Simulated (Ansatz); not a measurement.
I need a single point from a YAML input of CrO2, space group R3m. Use the Python package of Ansatz (0.2.0). Settings: LDA, PAW, the default cutoff (420 eV here), 6×6×6 k-points, Gaussian smearing of 0.15 eV, collinear spin.

`input.yaml`
```yaml
crystal:
  lattice:
    - [2.943808, 1.699608, 4.691832]
    - [-2.943808, 1.699608, 4.691832]
    - [0.0, -3.399217, 4.691832]
  atoms:
    - { symbol: Cr, position: [0.244986, 0.244986, 0.244986], spin: 2.1 }
    - { symbol: Cr, position: [0.630971, 0.105388, 0.630971], spin: 2.1 }
    - { symbol: Cr, position: [0.630971, 0.630971, 0.105388], spin: 2.1 }
    - { symbol: Cr, position: [0.105388, 0.630971, 0.630971], spin: 2.1 }
    - { symbol: O, position: [0.865045, 0.365869, 0.365869] }
    - { symbol: O, position: [0.365869, 0.365869, 0.865045] }
    - { symbol: O, position: [0.365869, 0.865045, 0.365869] }
    - { symbol: O, position: [0.378771, 0.378771, 0.378771] }
    - { symbol: O, position: [0.864997, 0.864997, 0.864997] }
    - { symbol: O, position: [0.875563, 0.418559, 0.875563] }
    - { symbol: O, position: [0.875563, 0.875563, 0.418559] }
    - { symbol: O, position: [0.418559, 0.875563, 0.875563] }
magnetization:
  spin_polarized: true
kpoints:
  mp_grid: { grid: [6, 6, 6] }
hamiltonian:
  xc: lda
scf:
  occupations: { method: gaussian, width: 0.15 }
  convergence: { dr2_threshold: 1.0e-11 }
output:
  forces: true
  stress: true
  eigenvalues: true
```

`yaml_run_cro2.py`:
```python
"""Run a YAML input for CrO2 from Python."""

import json

import ansatz as az

planned = az.Session.from_deck("input.yaml").plan(threads=1, pin="off")
done = planned.execute()
summary = done.report

n_atoms = len(summary["lattice"]["sites"])
print("F =", round(summary["free_energy_ev"], 4), "eV for", n_atoms, "atoms")
print("E(sigma -> 0) =", round(summary["energy_sigma0_ev"], 4), "eV, TS =", round(summary["entropy_ts_ev"], 5), "eV")
print("closed by", summary["closed_by"], "after", summary["n_iterations"], "iterations")

print("band  energy (eV)  occupation (first spin channel), at k =", summary["kpoints_frac"][0])
for band, (e, occ) in enumerate(zip(summary["eigenvalues_ev"][0], summary["occupations"][0]), start=1):
    print(f"{band:4d} {e:12.4f} {occ:9.4f}")

print("site moments (muB):", [round(m, 2) for m in summary["site_moments_mub"]])
print("electrons up, down:", [round(n, 3) for n in summary["spin_occupation_sums"]])

keep = ["free_energy_ev", "energy_sigma0_ev", "fermi_energy_ev", "n_iterations", "converged", "magnetization_mub", "n_kpoints"]
with open("cro2.json", "w") as handle:
    json.dump({key: summary[key] for key in keep}, handle, indent=1)
```

`python yaml_run_cro2.py` gives:
```text
DeckWarning: basis.ecutwfc = 420 eV, auto-derived from the records' recommended cutoffs: set by Cr (normal level)
F = -17733.2053 eV for 12 atoms
E(sigma -> 0) = -17733.1622 eV, TS = 0.08628 eV
closed by deck_thresholds after 22 iterations
band  energy (eV)  occupation (first spin channel), at k = [0.0, 0.0, 0.0]
   1     -65.8065    1.0000
   2     -65.3215    1.0000
   3     -65.2989    1.0000
   4     -65.2989    1.0000
   5     -37.4936    1.0000
   6     -37.4936    1.0000
   7     -37.4364    1.0000
   8     -37.1246    1.0000
   9     -37.0584    1.0000
  10     -37.0584    1.0000
  11     -36.9542    1.0000
  12     -36.9540    1.0000
  13     -36.9540    1.0000
  14     -36.9411    1.0000
  15     -36.8694    1.0000
  16     -36.8694    1.0000
  17     -11.8489    1.0000
  18     -10.9132    1.0000
  19     -10.5419    1.0000
  20     -10.5064    1.0000
  21     -10.5064    1.0000
  22      -9.8540    1.0000
  23      -9.8404    1.0000
  24      -9.8404    1.0000
  25       0.2868    1.0000
  26       0.8840    1.0000
  27       0.8840    1.0000
  28       1.4173    1.0000
  29       1.5707    1.0000
  30       1.5707    1.0000
  31       2.0829    1.0000
  32       2.0829    1.0000
  33       2.1749    1.0000
  34       2.2197    1.0000
  35       2.3084    1.0000
  36       2.3392    1.0000
  37       2.3392    1.0000
  38       3.8729    1.0000
  39       3.8729    1.0000
  40       4.2970    1.0000
  41       4.3769    1.0000
  42       4.3769    1.0000
  43       4.7002    1.0000
  44       4.8648    1.0000
  45       4.8648    1.0000
  46       5.0450    1.0000
  47       5.0450    1.0000
  48       5.1997    1.0000
  49       6.1926    1.0000
  50       6.1926    1.0000
  51       6.5683    1.0000
  52       6.5683    1.0000
  53       6.8736    1.0000
  54       6.9359    1.0000
  55       7.1707    0.9924
  56       7.1707    0.9924
  57       7.7255    0.0025
  58       7.7255    0.0025
  59       7.9879    0.0000
  60       8.3065    0.0000
  61       8.5216    0.0000
  62       8.5216    0.0000
  63       9.9772    0.0000
  64      10.0563    0.0000
  65      10.0563    0.0000
  66      10.6086    0.0000
  67      10.6086    0.0000
  68      10.6532    0.0000
  69      12.5371    0.0000
site moments (muB): [1.54, 1.7, 1.7, 1.7, -0.06, -0.06, -0.06, -0.02, 0.0, -0.07, -0.07, -0.07]
electrons up, down: [56.0, 48.0]
```
(Warnings from the package without file and line, repeats left out.)

`cro2.json`, as written:
```json
{
 "free_energy_ev": -17733.205292143204,
 "energy_sigma0_ev": -17733.162152862024,
 "fermi_energy_ev": 7.428264791579297,
 "n_iterations": 22,
 "converged": true,
 "magnetization_mub": 7.999999814481704,
 "n_kpoints": 32
}
```

These settings explore the input space; cutoff and mesh may be short of convergence. The computed bands are complete only to about 5.1 eV above the Fermi level. Without a Hubbard U or exact exchange, semilocal functionals often make such 3d compounds metallic or too weakly gapped. At these settings the cell as given stands under about -20 GPa, so it isn't at this functional's equilibrium volume. This cell is a computed structure, which may not be the phase found in nature. Levels are Kohn-Sham eigenvalues on this mesh. The whole script took 2.7 min on 1 thread of Arm Neoverse V1, with other jobs on the host, peak memory 0.71 GiB.
